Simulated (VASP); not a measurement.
**VASP 6.6.1 run: BaTe**

INCAR

```
GGA = CA
NELM = 120
EDIFF = 1E-7
PREC = High
LWAVE = .FALSE.
EDIFFG = -5E-3
LREAL = .FALSE.
LASPH = .TRUE.
ENCUT = 600
SIGMA = 0.02
ISIF = 3
IBRION = 2
NSW = 40
NBANDS = 15
LCHARG = .FALSE.
ISMEAR = -1
```

KPOINTS

```
KPOINTS created by Atomic Simulation Environment
0
Monkhorst-Pack
6 6 6
0 0 0
```

POSCAR

```
Ba Te
 1.0000000000000000
     0.0000000000000000    3.5323868449007647    3.5323868449007647
     3.5323868449007647    0.0000000000000000    3.5323868449007647
     3.5323868449007647    3.5323868449007647    0.0000000000000000
 Ba  Te
   1   1
Cartesian
 -0.0000000000000000 -0.0000000000000000 -0.0000000000000000
  3.5323868449007643  3.5323868449007643  3.5323868449007643
```

The recommended LDA PAW datasets give the neutral cell 16 valence electrons.

Command

```
mpirun -np 1 vasp_std
```

OSZICAR

```
N       E                     dE             d eps       ncg     rms          rms(c)
DAV:   1     0.919631440999E+02    0.91963E+02   -0.67888E+03   840   0.997E+02
DAV:   2    -0.331985508793E+01   -0.95283E+02   -0.87441E+02  1152   0.160E+02
DAV:   3    -0.953080663011E+01   -0.62110E+01   -0.61663E+01  1129   0.447E+01
DAV:   4    -0.973622154129E+01   -0.20541E+00   -0.20535E+00  1203   0.788E+00
DAV:   5    -0.973928723799E+01   -0.30657E-02   -0.30656E-02  1190   0.824E-01    0.366E+00
DAV:   6    -0.958896866943E+01    0.15032E+00   -0.14547E-01   987   0.185E+00    0.235E+00
DAV:   7    -0.956800521613E+01    0.20963E-01   -0.89143E-02  1015   0.149E+00    0.767E-01
DAV:   8    -0.956762098793E+01    0.38423E-03   -0.11794E-02   952   0.578E-01    0.164E-01
DAV:   9    -0.956767487847E+01   -0.53891E-04   -0.10585E-03  1050   0.186E-01    0.570E-02
DAV:  10    -0.956759267262E+01    0.82206E-04   -0.20958E-04  1050   0.867E-02    0.149E-02
...
       N       E                     dE             d eps       ncg     rms          rms(c)
DAV:   1    -0.962727055004E+01   -0.16810E-01   -0.36694E-01  1085   0.382E+00    0.592E-01
DAV:   2    -0.961619064531E+01    0.11080E-01   -0.22003E-02   987   0.978E-01    0.273E-01
DAV:   3    -0.961226931048E+01    0.39213E-02   -0.13207E-02  1327   0.661E-01    0.924E-02
DAV:   4    -0.961234379518E+01   -0.74485E-04   -0.26144E-04   997   0.994E-02    0.640E-02
DAV:   5    -0.961239742659E+01   -0.53631E-04   -0.82505E-05  1389   0.424E-02    0.155E-02
DAV:   6    -0.961239775434E+01   -0.32775E-06   -0.20604E-06   987   0.107E-02    0.635E-03
DAV:   7    -0.961239761284E+01    0.14150E-06   -0.69333E-07  1281   0.536E-03    0.223E-03
DAV:   8    -0.961239760590E+01    0.69394E-08   -0.31275E-08   525   0.139E-03
   3 F= -.96123976E+01 E0= -.96123976E+01  d E =-.448006E-01
```

Standard output (part)

```
POSCAR found type information on POSCAR BaTe
 POSCAR found :  2 types and       2 ions
 LDA part: xc-table for (Slater(with rela. corr.)+CA(PZ))
 , standard interpolation
 POSCAR, INCAR and KPOINTS ok, starting setup
 WAVECAR not read
 entering main loop
 curvature:   0.00 expect dE= 0.000E+00 dE for cont linesearch  0.000E+00
 search vector abs. value=  0.103E+00
 bond charge predicted
 trial-energy change:   -0.042863  1 .order   -0.039919   -0.102811    0.022974
 bond charge predicted
 curvature:  -0.40 expect dE=-0.190E-06 dE for cont linesearch -0.190E-06
 search vector abs. value=  0.469E-06
 reached required accuracy - stopping structural energy minimisation
```

From OUTCAR

```
k-points           NKPTS =     28   k-points in BZ     NKDIM =     28   number of bands    NBANDS=     15

   NELECT =      16.0000    total number of electrons

   dimension x,y,z NGX =    40 NGY =   40 NGZ =   40
   dimension x,y,z NGXF=    42 NGYF=   42 NGZF=   42

  energy-cutoff  :      600.00
  volume of cell :       81.94
      direct lattice vectors                 reciprocal lattice vectors
    -0.000000000  3.447424766  3.447424766    -0.145035797  0.145035797  0.145035797
     3.447424766  0.000000000  3.447424766     0.145035797 -0.145035797  0.145035797
     3.447424766  3.447424766  0.000000000     0.145035797  0.145035797 -0.145035797

 k-points in reciprocal lattice and weights: KPOINTS created by Atomic Simulation Env
   0.08333333  0.08333333  0.08333333       0.009
   0.25000000  0.08333333  0.08333333       0.028
   0.41666667  0.08333333  0.08333333       0.028
  -0.41666667  0.08333333  0.08333333       0.028
  -0.25000000  0.08333333  0.08333333       0.028
  -0.08333333  0.08333333  0.08333333       0.028
   0.25000000  0.25000000  0.08333333       0.028
   0.41666667  0.25000000  0.08333333       0.056
   ...

 E-fermi :   2.7320

 k-point     1 :       0.0833    0.0833    0.0833
  band No.  band energies     occupation
      1     -24.4545      2.00000
      2      -9.6845      2.00000
      3      -9.6387      2.00000
      4      -9.6387      2.00000
      5      -7.2611      2.00000
      6       2.0956      2.00000
      7       2.2528      2.00000
      8       2.2528      2.00000
      9       5.1750      0.00000
     10       5.2566      0.00000
     11       5.2566      0.00000
     12       5.6026      0.00000
     13       6.1028      0.00000
     14       6.1028      0.00000
     15       9.4633      0.00000

 k-point     2 :       0.2500    0.0833    0.0833
  band No.  band energies     occupation
      1     -24.4491      2.00000
      2      -9.8589      2.00000
      3      -9.6634      2.00000
      4      -9.6351      2.00000
      5      -6.9832      2.00000
      6       1.1606      2.00000
      7       1.7023      2.00000
      8       1.9889      2.00000
      9       5.2829      0.00000
     10       5.5277      0.00000
     11       5.9442      0.00000
     12       6.2085      0.00000
     13       7.2946      0.00000
     14       7.4358      0.00000
     15      10.5272      0.00000

 k-point     3 :       0.4167    0.0833    0.0833
  band No.  band energies     occupation
      1     -24.4406      2.00000
      2     -10.0886      2.00000
      3      -9.6726      2.00000
      4      -9.6445      2.00000
      5      -6.6013      2.00000
      6       0.2914      2.00000
      7       1.2412      2.00000
      8       1.4008      2.00000
      9       5.7637      0.00000
     10       6.4122      0.00000
     11       7.0422      0.00000
     12       7.5777      0.00000
     13       8.2057      0.00000
     14       9.3229      0.00000
     15      10.5859      0.00000

 ...

  Total        0.0025461      0.0025461      0.0025461     -0.0000000      0.0000000      0.0000000
  in kB        0.0497824      0.0497824      0.0497824     -0.0000000      0.0000000      0.0000000
  external PRESSURE =       0.0497824 kB  Pullay stress =       0.0000000 kB

 POSITION                                       TOTAL-FORCE (eV/Angst)
 -----------------------------------------------------------------------------------
     -0.00000      0.00000      0.00000        -0.000000      0.000000      0.000000
      3.44742      3.44742      3.44742         0.000000     -0.000000     -0.000000
 -----------------------------------------------------------------------------------
    total drift:                                0.000000     -0.000000     -0.000000

  FREE ENERGIE OF THE ION-ELECTRON SYSTEM (eV)
  ---------------------------------------------------
  free  energy   TOTEN  =        -9.6123976059 eV

  energy  without entropy=       -9.6123976059  energy(sigma->0) =       -9.61239761
```

```json
{"ionic step": "1", "ΔE (meV/atom)": "0.0", "volume (Å³)": "88.15", "largest force (eV/Å)": "0.000", "pressure (GPa)": "-2.17", "electronic steps": "13"}
{"ionic step": "2", "ΔE (meV/atom)": "-21.4", "volume (Å³)": "80.77", "largest force (eV/Å)": "0.000", "pressure (GPa)": "0.53", "electronic steps": "10"}
{"ionic step": "3", "ΔE (meV/atom)": "-22.4", "volume (Å³)": "81.94", "largest force (eV/Å)": "0.000", "pressure (GPa)": "0.00", "electronic steps": "8"}
```

It converged. Results: relaxed cell vector lengths 4.875, 4.875, 4.875 Å; relaxed cell volume 81.94 Å³.

The shifted mesh misses Γ, so a band edge there is missed.

For comparison, a separate LDA relaxation on usual settings, not on those above, ends at 81.97 Å³.

The run above took about 35 s on one core of a shared host (Intel Xeon 6975P-C) and held 0.18 GiB at most.
